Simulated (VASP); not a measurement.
# BeTe (F-43m) in VASP: a series of runs, part 2 of 4

VASP 6.6.1.

### 3 Band structure, PBE

File INCAR:

```
SYSTEM = BeTe
PREC     = Accurate       ! precision mode
ENCUT    = 520            ! plane-wave cutoff, eV
EDIFF    = 1E-6           ! SCF threshold, eV
ISMEAR   = -1             ! smearing method
SIGMA    = 0.05           ! smearing width, eV
LREAL    = .FALSE.        ! projectors in reciprocal space
LASPH    = .TRUE.         ! aspherical terms in the spheres
NELM     = 80             ! most SCF steps
ALGO     = Fast           ! electronic algorithm
ISIF     = 2              ! what is computed and relaxed
LWAVE    = .FALSE.        ! write WAVECAR
LCHARG   = .FALSE.        ! write CHGCAR
GGA      = PE             ! functional
NBANDS   = 12             ! bands
```

File KPOINTS:

```
regular mesh
0
G
  8 8 8
  0 0 0
```

File POSCAR:

```
BeTe
1.0
    0.0000000000      2.7700000000      2.7700000000
    2.7700000000      0.0000000000      2.7700000000
    2.7700000000      2.7700000000      0.0000000000
Te Be
1 1
Direct
    0.7500000000      0.7500000000      0.7500000000
    0.0000000000      0.0000000000      0.0000000000
```

File KPOINTS_OPT:

```
path GXWKGLUWLK,UX
20
line-mode
reciprocal
 0.0000000000  0.0000000000  0.0000000000  G
 0.5000000000  0.0000000000  0.5000000000  X

 0.5000000000  0.0000000000  0.5000000000  X
 0.5000000000  0.2500000000  0.7500000000  W

 0.5000000000  0.2500000000  0.7500000000  W
 0.3750000000  0.3750000000  0.7500000000  K

 0.3750000000  0.3750000000  0.7500000000  K
 0.0000000000  0.0000000000  0.0000000000  G

 0.0000000000  0.0000000000  0.0000000000  G
 0.5000000000  0.5000000000  0.5000000000  L

 0.5000000000  0.5000000000  0.5000000000  L
 0.6250000000  0.2500000000  0.6250000000  U

 0.6250000000  0.2500000000  0.6250000000  U
 0.5000000000  0.2500000000  0.7500000000  W

 0.5000000000  0.2500000000  0.7500000000  W
 0.5000000000  0.5000000000  0.5000000000  L

 0.5000000000  0.5000000000  0.5000000000  L
 0.3750000000  0.3750000000  0.7500000000  K

 0.6250000000  0.2500000000  0.6250000000  U
 0.5000000000  0.0000000000  0.5000000000  X
```

Potentials or basis: VASP PAW PBE potentials, release 64 (Te, Be_sv).

On the command line:

```bash
cat potpaw_PBE.64/Te/POTCAR potpaw_PBE.64/Be_sv/POTCAR > POTCAR
mpirun -np 1 vasp_std > vasp.out
```

OUTCAR:

```text
SYSTEM = BeTe
   PREC = Accurate
   ENCUT = 520
   EDIFF = 1E-6
   ISMEAR = -1
   LREAL = .FALSE.
   LASPH = .TRUE.
   NELM = 80
   ISIF = 2
   GGA = PE

 ion  position               nearest neighbor table
   1  0.750  0.750  0.750-   2 2.40   2 2.40   2 2.40   2 2.40
   2  0.000  0.000  0.000-   1 2.40   1 2.40   1 2.40   1 2.40

  LATTYP: Found a face centered cubic cell.
 ALAT       =     5.5400000000

  Lattice vectors:

 A1 = (   0.0000000000,   2.7700000000,   2.7700000000)
 A2 = (   2.7700000000,   0.0000000000,   2.7700000000)
 A3 = (   2.7700000000,   2.7700000000,   0.0000000000)

Analysis of symmetry for initial positions (statically):
=====================================================================
 Subroutine PRICEL returns:
 Original cell was already a primitive cell.

 Routine SETGRP: Setting up the symmetry group for a
 face centered cubic supercell.

 Subroutine GETGRP returns: Found 24 space group operations
 (whereof 24 operations were pure point group operations)
 out of a pool of 48 trial point group operations.

The static configuration has the point symmetry T_d .
[... 176 lines left out ...]
      3       5.3067      2.00000
      4       5.3067      2.00000
      5       5.3068      2.00000
      6       8.8706      0.00000
      7       8.8706      0.00000
      8       8.8708      0.00000
      9       9.4969      0.00000
     10      13.6968      0.00000
     11      15.6564      0.00000
     12      15.6564      0.00000
[... 331 lines left out ...]
 k-point    24 :      -0.3750    0.2500    0.1250
  band No.  band energies     occupation
      1     -95.0748      2.00000
      2      -5.5919      2.00000
      3      -0.1107      2.00000
      4       2.2280      2.00000
      5       3.2515      2.00000
      6       9.4920      0.00000
      7       9.7506      0.00000
      8      12.1300      0.00000
      9      13.2210      0.00000
     10      13.9052      0.00000
     11      17.0175      0.00000
     12      17.4036      0.00000

 [... further k-points ...]

------------------------ aborting loop because EDIFF is reached ----------------------------------------

  FORCE on cell =-STRESS in cart. coord.  units (eV):
  Direction    XX          YY          ZZ          XY          YZ          ZX
  --------------------------------------------------------------------------------------
  -------------------------------------------------------------------------------------
  Total        1.1747885      1.1747885      1.1747885      0.0000000      0.0000000     -0.0000000
  in kB       44.2793219     44.2793219     44.2793219      0.0000000      0.0000000     -0.0000000
  external PRESSURE =      44.2793219 kB  Pullay stress =       0.0000000 kB

 VOLUME and BASIS-vectors are now :
 -----------------------------------------------------------------------------
  energy-cutoff  :      520.00
  volume of cell :       42.51
      direct lattice vectors                 reciprocal lattice vectors
     0.000000000  2.770000000  2.770000000    -0.180505415  0.180505415  0.180505415
     2.770000000  0.000000000  2.770000000     0.180505415 -0.180505415  0.180505415
     2.770000000  2.770000000  0.000000000     0.180505415  0.180505415 -0.180505415

 POSITION                                       TOTAL-FORCE (eV/Angst)
 -----------------------------------------------------------------------------------
      4.15500      4.15500      4.15500         0.000000     -0.000000      0.000000
      0.00000      0.00000      0.00000        -0.000000      0.000000     -0.000000
 -----------------------------------------------------------------------------------
    total drift:                               -0.000001     -0.000001     -0.000000

  FREE ENERGIE OF THE ION-ELECTRON SYSTEM (eV)
  ---------------------------------------------------
  free  energy   TOTEN  =        -7.5826076969 eV

  energy  without entropy=       -7.5826076967  energy(sigma->0) =       -7.58260770
```

OSZICAR:

```text
N       E                     dE             d eps       ncg     rms          rms(c)
DAV:   1     0.440040966800E+02    0.44004E+02   -0.50038E+03   716   0.223E+03
DAV:   2    -0.411235692442E+01   -0.48116E+02   -0.45560E+02   760   0.211E+02
DAV:   3    -0.742618643112E+01   -0.33138E+01   -0.32948E+01   888   0.476E+01
DAV:   4    -0.771586563402E+01   -0.28968E+00   -0.28961E+00  1156   0.119E+01
DAV:   5    -0.772074982597E+01   -0.48842E-02   -0.48842E-02  1028   0.142E+00    0.445E+00
RMM:   6    -0.761680618851E+01    0.10394E+00   -0.34209E-02   952   0.106E+00    0.262E+00
RMM:   7    -0.758133058042E+01    0.35476E-01   -0.55139E-02  1015   0.131E+00    0.424E-01
RMM:   8    -0.758228103460E+01   -0.95045E-03   -0.88261E-03   992   0.696E-01    0.118E-01
RMM:   9    -0.758258446161E+01   -0.30343E-03   -0.13233E-03  1070   0.272E-01    0.553E-02
RMM:  10    -0.758260514544E+01   -0.20684E-04   -0.21134E-04  1115   0.108E-01    0.308E-02
[... 57 further cycles ...]
DAV:   9    -0.548080257230E+04   -0.45179E-06      528
       N       E                     dE             ncg
DAV:   1    -0.251364564532E+04   -0.13654E+05      652
DAV:   2    -0.372111118406E+04   -0.12075E+04      704
DAV:   3    -0.379322366472E+04   -0.72112E+02      828
DAV:   4    -0.379773812366E+04   -0.45145E+01     1088
DAV:   5    -0.379786457093E+04   -0.12645E+00      952
DAV:   6    -0.379786806195E+04   -0.34910E-02     1016
DAV:   7    -0.379786818568E+04   -0.12372E-03      968
DAV:   8    -0.379786819214E+04   -0.64652E-05      796
DAV:   9    -0.379786819252E+04   -0.38291E-06      536
```

stdout:

```text
POSCAR found type information on POSCAR TeBe
 POSCAR found :  2 types and       2 ions
 scaLAPACK will be used
 LDA part: xc-table for (Slater+PW92), standard interpolation
 POSCAR, INCAR and KPOINTS ok, starting setup
 FFT: planning ... GRIDC
 FFT: planning ... GRID_SOFT
 FFT: planning ... GRID
 WAVECAR not read
 entering main loop
 Start KPOINTS_OPT (optional k-point list driver)
k-point batch [1-29\200]
k-point batch [30-58\200]
k-point batch [59-87\200]
k-point batch [88-116\200]
k-point batch [117-145\200]
k-point batch [146-174\200]
k-point batch [175-200\200]
```

Wall time 63 s (1 thread of AMD EPYC 7R13 (Zen 3), shared host); peak memory 0.15 GiB.

What came out:

```yaml
Free_energy: -7.5826 eV
Pressure: 4.4 GPa
Band_gap_on_the_k_mesh: 1.85 eV, indirect (least direct gap 3.56 eV)
Band_gap_along_the_path: 1.85 eV, indirect (least direct gap 3.56 eV)
```

Levels at the corners of the path, in eV from the valence-band top:
```csv
point,band 3,band 4,band 5,band 6,band 7,band 8
Γ,0.00,0.00,0.00,3.56,3.56,3.56
X,-5.39,-2.84,-2.84,1.85,2.59,10.02
X,-5.39,-2.84,-2.84,1.85,2.59,10.02
W,-4.81,-3.97,-3.45,5.31,5.50,5.66
W,-4.81,-3.97,-3.45,5.31,5.50,5.66
K,-5.00,-4.16,-2.40,2.62,5.29,8.05
K,-5.00,-4.16,-2.40,2.62,5.29,8.05
Γ,0.00,0.00,0.00,3.56,3.56,3.56
Γ,0.00,0.00,0.00,3.56,3.56,3.56
L,-5.87,-1.22,-1.22,3.21,4.56,4.56
L,-5.87,-1.22,-1.22,3.21,4.56,4.56
U,-5.00,-4.16,-2.40,2.62,5.29,8.05
U,-5.00,-4.16,-2.40,2.62,5.29,8.05
W,-4.81,-3.97,-3.45,5.31,5.50,5.66
W,-4.81,-3.97,-3.45,5.31,5.50,5.66
L,-5.87,-1.22,-1.22,3.21,4.56,4.56
L,-5.87,-1.22,-1.22,3.21,4.56,4.56
K,-5.00,-4.16,-2.40,2.62,5.29,8.05
U,-5.00,-4.16,-2.40,2.62,5.29,8.05
X,-5.39,-2.84,-2.84,1.85,2.59,10.02
```

Caveat: spin-orbit coupling is left out, which moves the levels of the heavy elements.

### 4 Band structure, PBE

POSCAR is that of step 3.

File INCAR.step1:

```
SYSTEM = BeTe
ALGO     = Fast           ! electronic algorithm
EDIFF    = 1E-7           ! SCF threshold, eV
ENCUT    = 600            ! plane-wave cutoff, eV
GGA      = PE             ! functional
ISIF     = 2              ! what is computed and relaxed
ISMEAR   = -1             ! smearing method
LASPH    = .True.         ! aspherical terms in the spheres
LCHARG   = .True.         ! write CHGCAR
LREAL    = .False.        ! projectors in reciprocal space
LWAVE    = .False.        ! write WAVECAR
NBANDS   = 12             ! bands
NELM     = 60             ! most SCF steps
PREC     = Accurate       ! precision mode
SIGMA    = 0.05           ! smearing width, eV
```

File KPOINTS.step1:

```
k-points
0
Gamma
  8 8 8
  0 0 0
```

File INCAR.step2:

```
SYSTEM = BeTe
ALGO     = Fast           ! electronic algorithm
EDIFF    = 1E-7           ! SCF threshold, eV
ENCUT    = 600            ! plane-wave cutoff, eV
GGA      = PE             ! functional
ICHARG   = 11             ! starting density
ISIF     = 2              ! what is computed and relaxed
ISMEAR   = 0              ! smearing method
LASPH    = .True.         ! aspherical terms in the spheres
LCHARG   = .False.        ! write CHGCAR
LREAL    = .False.        ! projectors in reciprocal space
LWAVE    = .False.        ! write WAVECAR
NBANDS   = 12             ! bands
NELM     = 60             ! most SCF steps
PREC     = Accurate       ! precision mode
SIGMA    = 0.05           ! smearing width, eV
```

File KPOINTS.step2:

```
path GXWKGLUWLK,UX
20
line-mode
reciprocal
 0.0000000000  0.0000000000  0.0000000000  G
 0.5000000000  0.0000000000  0.5000000000  X

 0.5000000000  0.0000000000  0.5000000000  X
 0.5000000000  0.2500000000  0.7500000000  W

 0.5000000000  0.2500000000  0.7500000000  W
 0.3750000000  0.3750000000  0.7500000000  K

 0.3750000000  0.3750000000  0.7500000000  K
 0.0000000000  0.0000000000  0.0000000000  G

 0.0000000000  0.0000000000  0.0000000000  G
 0.5000000000  0.5000000000  0.5000000000  L

 0.5000000000  0.5000000000  0.5000000000  L
 0.6250000000  0.2500000000  0.6250000000  U

 0.6250000000  0.2500000000  0.6250000000  U
 0.5000000000  0.2500000000  0.7500000000  W

 0.5000000000  0.2500000000  0.7500000000  W
 0.5000000000  0.5000000000  0.5000000000  L

 0.5000000000  0.5000000000  0.5000000000  L
 0.3750000000  0.3750000000  0.7500000000  K

 0.6250000000  0.2500000000  0.6250000000  U
 0.5000000000  0.0000000000  0.5000000000  X
```

Potentials or basis: VASP PAW PBE potentials, release 64 (Te_GW, Be_sv_GW).

On the command line:

```bash
cat potpaw_PBE.64/Te_GW/POTCAR potpaw_PBE.64/Be_sv_GW/POTCAR > POTCAR
cp INCAR.step1 INCAR
cp KPOINTS.step1 KPOINTS
mpirun -np 1 vasp_std > vasp.out
cp INCAR.step2 INCAR
cp KPOINTS.step2 KPOINTS
mpirun -np 1 vasp_std > vasp.out
```

OUTCAR:

```text
SYSTEM = BeTe
   EDIFF = 1E-7
   ENCUT = 600
   GGA = PE
   ICHARG = 11
   ISIF = 2
   ISMEAR = 0
   LASPH = .True.
   LREAL = .False.
   NELM = 60
   PREC = Accurate

 ion  position               nearest neighbor table
   1  0.750  0.750  0.750-   2 2.40   2 2.40   2 2.40   2 2.40
   2  0.000  0.000  0.000-   1 2.40   1 2.40   1 2.40   1 2.40

  LATTYP: Found a face centered cubic cell.
 ALAT       =     5.5400000000

  Lattice vectors:

 A1 = (   0.0000000000,   2.7700000000,   2.7700000000)
 A2 = (   2.7700000000,   0.0000000000,   2.7700000000)
 A3 = (   2.7700000000,   2.7700000000,   0.0000000000)

Analysis of symmetry for initial positions (statically):
=====================================================================
 Subroutine PRICEL returns:
 Original cell was already a primitive cell.

 Routine SETGRP: Setting up the symmetry group for a
 face centered cubic supercell.

 Subroutine GETGRP returns: Found 24 space group operations
 (whereof 24 operations were pure point group operations)
[... 170 lines left out ...]
      2      -7.0865      2.00000
      3       5.5450      2.00000
      4       5.5450      2.00000
      5       5.5450      2.00000
      6       9.1142      0.00000
      7       9.1142      0.00000
      8       9.1143      0.00000
      9       9.7407      0.00000
     10      13.9397      0.00000
     11      16.1054      0.00000
     12      16.1254      0.00000
[... 331 lines left out ...]
 k-point    24 :       0.5000    0.0395    0.5395
  band No.  band energies     occupation
      1     -94.7755      2.00000
      2      -5.0737      2.00000
      3       0.1874      2.00000
      4       2.6473      2.00000
      5       2.6638      2.00000
      6       7.5152      0.00000
      7       8.2598      0.00000
      8      15.4493      0.00000
      9      15.4571      0.00000
     10      17.2748      0.00000
     11      18.6256      0.00000
     12      19.2241      0.00000

 [... further k-points ...]

------------------------ aborting loop because EDIFF is reached ----------------------------------------

  FORCE on cell =-STRESS in cart. coord.  units (eV):
  Direction    XX          YY          ZZ          XY          YZ          ZX
  --------------------------------------------------------------------------------------
  -------------------------------------------------------------------------------------
  Total        0.5848883      0.5848883      0.5848883      0.0000000     -0.0000000      0.0000000
  in kB       22.0452092     22.0452092     22.0452092      0.0000000     -0.0000000      0.0000000
  external PRESSURE =      22.0452092 kB  Pullay stress =       0.0000000 kB

 VOLUME and BASIS-vectors are now :
 -----------------------------------------------------------------------------
  energy-cutoff  :      600.00
  volume of cell :       42.51
      direct lattice vectors                 reciprocal lattice vectors
     0.000000000  2.770000000  2.770000000    -0.180505415  0.180505415  0.180505415
     2.770000000  0.000000000  2.770000000     0.180505415 -0.180505415  0.180505415
     2.770000000  2.770000000  0.000000000     0.180505415  0.180505415 -0.180505415

 POSITION                                       TOTAL-FORCE (eV/Angst)
 -----------------------------------------------------------------------------------
      4.15500      4.15500      4.15500        -0.000000     -0.000000     -0.000000
      0.00000      0.00000      0.00000         0.000000      0.000000      0.000000
 -----------------------------------------------------------------------------------
    total drift:                               -0.000001     -0.000001     -0.000001

  FREE ENERGIE OF THE ION-ELECTRON SYSTEM (eV)
  ---------------------------------------------------
  free  energy   TOTEN  =       -15.0834399497 eV

  energy  without entropy=      -15.0834399497  energy(sigma->0) =      -15.08343995
```

OSZICAR.step1:

```text
N       E                     dE             d eps       ncg     rms          rms(c)
DAV:   1     0.246840173923E+02    0.24684E+02   -0.38207E+03   764   0.118E+03
DAV:   2    -0.131792570136E+02   -0.37863E+02   -0.36147E+02   876   0.171E+02
DAV:   3    -0.150462250429E+02   -0.18670E+01   -0.18618E+01   932   0.355E+01
DAV:   4    -0.151029953336E+02   -0.56770E-01   -0.56757E-01   916   0.665E+00
DAV:   5    -0.151047916263E+02   -0.17963E-02   -0.17963E-02   996   0.100E+00    0.285E+01
RMM:   6    -0.148616802942E+02    0.24311E+00   -0.78822E-02  1067   0.295E+00    0.162E+01
RMM:   7    -0.147904578374E+02    0.71222E-01   -0.15539E-01  1103   0.254E+00    0.456E-01
RMM:   8    -0.147887045119E+02    0.17533E-02   -0.22026E-02  1161   0.205E+00    0.188E-01
RMM:   9    -0.147896365937E+02   -0.93208E-03   -0.47542E-03  1309   0.678E-01    0.880E-02
RMM:  10    -0.147898342408E+02   -0.19765E-03   -0.57920E-04  1243   0.298E-01    0.790E-03
RMM:  11    -0.147898510466E+02   -0.16806E-04   -0.17822E-04  1359   0.134E-01    0.476E-03
RMM:  12    -0.147898536817E+02   -0.26351E-05   -0.26970E-05  1330   0.666E-02    0.326E-03
RMM:  13    -0.147898540423E+02   -0.36068E-06   -0.76509E-06  1342   0.296E-02    0.127E-03
RMM:  14    -0.147898542047E+02   -0.16238E-06   -0.14359E-06  1265   0.159E-02    0.966E-04
RMM:  15    -0.147898543114E+02   -0.10668E-06   -0.50707E-07  1140   0.781E-03    0.931E-04
RMM:  16    -0.147898543003E+02    0.11104E-07   -0.23582E-07  1020   0.752E-03
   1 F= -.14789854E+02 E0= -.14789854E+02  d E =-.226683E-09
```

It took 97 s on 1 thread of AMD EPYC 7R13 (Zen 3), shared host; peak memory 0.26 GiB.

What came out:

```yaml
Band_gap_on_the_k_mesh: 1.85 eV, indirect (least direct gap 3.57 eV)
Band_gap_along_the_path: 1.85 eV, indirect (least direct gap 3.57 eV)
```

Levels at the corners of the path, in eV from the valence-band top:
| point | band 3 | band 4 | band 5 | band 6 | band 7 | band 8 |
| --- | --- | --- | --- | --- | --- | --- |
| Γ | 0.00 | 0.00 | 0.00 | 3.57 | 3.57 | 3.57 |
| X | -5.38 | -2.84 | -2.84 | 1.85 | 2.60 | 10.06 |
| X | -5.38 | -2.84 | -2.84 | 1.85 | 2.60 | 10.06 |
| W | -4.80 | -3.96 | -3.45 | 5.32 | 5.53 | 5.67 |
| W | -4.80 | -3.96 | -3.45 | 5.32 | 5.53 | 5.67 |
| K | -5.00 | -4.16 | -2.40 | 2.63 | 5.31 | 8.09 |
| K | -5.00 | -4.16 | -2.40 | 2.63 | 5.31 | 8.09 |
| Γ | 0.00 | 0.00 | 0.00 | 3.57 | 3.57 | 3.57 |
| Γ | 0.00 | 0.00 | 0.00 | 3.57 | 3.57 | 3.57 |
| L | -5.86 | -1.22 | -1.22 | 3.22 | 4.58 | 4.58 |
| L | -5.86 | -1.22 | -1.22 | 3.22 | 4.58 | 4.58 |
| U | -5.00 | -4.16 | -2.40 | 2.63 | 5.31 | 8.09 |
| U | -5.00 | -4.16 | -2.40 | 2.63 | 5.31 | 8.09 |
| W | -4.80 | -3.96 | -3.45 | 5.32 | 5.53 | 5.67 |
| W | -4.80 | -3.96 | -3.45 | 5.32 | 5.53 | 5.67 |
| L | -5.86 | -1.22 | -1.22 | 3.22 | 4.58 | 4.58 |
| L | -5.86 | -1.22 | -1.22 | 3.22 | 4.58 | 4.58 |
| K | -5.00 | -4.16 | -2.40 | 2.63 | 5.31 | 8.09 |
| U | -5.00 | -4.16 | -2.40 | 2.63 | 5.31 | 8.09 |
| X | -5.38 | -2.84 | -2.84 | 1.85 | 2.60 | 10.06 |

Caveat: the cutoff is under 1.25 times the usual one of these potentials, so pressure, stress and relaxed cells hold a basis-set (Pulay) error; the log is that of the step along the path at fixed density, whose energy, stress, charges and moments have no meaning; spin-orbit coupling is left out, which moves the levels of the heavy elements.

(Continued in part 3 of 4.)
